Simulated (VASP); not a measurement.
Set up this calculation in VASP 6.6.1, as the native input.

- Task: relaxation of cell and atoms
- Functional: LDA
- Potentials or basis: VASP PAW LDA potentials, release 64 (Ta_pv, H)
- Cutoff: 600 eV
- k mesh: 16 × 16 × 10
- Occupations: gaussian, width 0.1 eV
- Spin: no spin polarisation
- Further INCAR settings: ALGO = Fast; EDIFF = 1e-07; IBRION = 2; EDIFFG = -0.005; NSW = 90; ISIF = 3

The structure of Ta2H lies in POSCAR:

```
Ta2H
1.0
    1.7204951100     -2.3714690300      0.0000000000
    1.7204951100      2.3714690300      0.0000000000
    0.0000000000      0.0000000000      4.7585693900
Ta H
2 1
Direct
    0.0000000000      0.5000000000      0.2645697700
    0.5000000000      0.0000000000      0.7354302300
    0.0000000000      0.0000000000      0.0000000000
```

The cell comes from a database or a generator and needn't be the stable form of this composition.

These files were run (other wordings do the same):

INCAR

```
SYSTEM = Ta2H
PREC = Accurate
ENCUT = 600
EDIFF = 1E-7
ISMEAR = 0
SIGMA = 0.1
LREAL = .FALSE.
LASPH = .TRUE.
NELM = 80
ALGO = Fast
ISIF = 3
LWAVE = .FALSE.
LCHARG = .FALSE.
IBRION = 2
NSW = 90
EDIFFG = -0.005
```

KPOINTS

```
regular mesh
0
G
  16 16 10
  0 0 0
```

Potentials or basis: VASP PAW LDA potentials, release 64 (Ta_pv, H).

Command:

```console
$ cat potpaw_LDA.64/Ta_pv/POTCAR potpaw_LDA.64/H/POTCAR > POTCAR
$ mpirun -np 1 vasp_std > vasp.out
```

It gave:

* Relaxed volume: 12.44 Å³/atom
* Relaxed cell: a = 2.888 Å, b = 2.888 Å, c = 4.738 Å, α = 90.00°, β = 90.00°, γ = 109.11°
* Space group after relaxing (to 0.05 Å): C222 (No. 21)
* Energy gained by relaxing: 14.3 meV/atom
* Ionic steps: 11
* Pressure after relaxing: 0.0 GPa
* Band gap on the k mesh: none (metal or under the smearing width)

Run time: 13 min on 1 thread of Intel(R) Xeon(R) Platinum 8488C (Sapphire Rapids), with other jobs on the host, peak memory 0.42 GiB.
